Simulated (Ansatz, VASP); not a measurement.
**One calculation of TiSi2, 10 ways**

The starting cell:

```
CELL_PARAMETERS angstrom
0.00000 4.11752 4.26290
2.38951 0.00000 4.26290
2.38951 4.11752 0.00000
ATOMIC_POSITIONS crystal
Ti 0.75000 0.75000 0.75000
Ti 0.50000 0.50000 0.50000
Si 0.41257 0.08743 0.41257
Si 0.08743 0.41257 0.08743
Si 0.16257 0.83743 0.16257
Si 0.83743 0.16257 0.83743
```

The cell is a database's computed one, not the measured one.

Alike in all runs: task relaxation of cell and atoms; functional PBE; k mesh 7 × 7 × 7; occupations fermi-dirac, width 0.05 eV; no spin polarisation; no spin-orbit coupling.

```csv
program and potentials,plane-wave cutoff (eV),notes,equilibrium volume (Å³/atom)
"Ansatz, Ansatz PAW",420,6.67 valence electrons an atom on average,14.17
"Ansatz, PseudoDojo stringent (PBE files)",1143,6.67 valence electrons an atom on average,14.17
"VASP, PBE PAW files Si, Ti_sv, 600 eV",600,6.67 valence electrons an atom on average,14.17
"Ansatz, Ansatz NC",1155,6.67 valence electrons an atom on average,14.16
"VASP, PBE PAW files Si, Ti_pv, 600 eV",600,6 valence electrons an atom on average,14.17
"VASP, PBE PAW files Si_GW, Ti_sv_GW, 680 eV",680,6.67 valence electrons an atom on average,14.14
"Ansatz, JTH PAW",1230,6.67 valence electrons an atom on average,14.18
"Ansatz, Ansatz PAW (files of its older set among them)",740,6.67 valence electrons an atom on average,14.17
"Ansatz, SPMS NC",707,6.67 valence electrons an atom on average,14.16
"VASP, PBE PAW files Si, Ti, 580 eV",580,4 valence electrons an atom on average,14.14
```

The equilibrium volume spans 14.14 (VASP, PBE PAW files Si_GW, Ti_sv_GW, 680 eV) to 14.18 Å³/atom (Ansatz, JTH PAW). Relaxations stop with a little pressure left, so the last digit of a volume isn't settled.

Differences between rows come from potentials, basis sets and numerical settings, since the functional is the same but for its coding. Runs on potential files found faulty are left out.

The equilibrium volume of TiSi2 hardly depends on how the core is represented: norm-conserving and PAW descriptions with the titanium semicore shells in the valence fall mostly at 14.16 to 14.18 Å³/atom. This is plausible for a compound held together by titanium d and silicon p hybridisation, which all these potentials treat explicitly. Moving the titanium semicore s shell into the core leaves the VASP volume at 14.17 Å³/atom. Freezing the p shell as well goes with a slightly smaller value, 14.14 Å³/atom, probably because that shell overlaps the d states in space and contributes to the short-range repulsion. The GW set breaks any simple link with valence count, however, since it gives the same smaller volume with the semicore electrons retained. Construction of the potentials, for silicon as well as titanium, may therefore matter as much as the choice of core. Agreement on the volume of this one structure doesn't establish its stability against the competing base-centred orthorhombic polymorph.
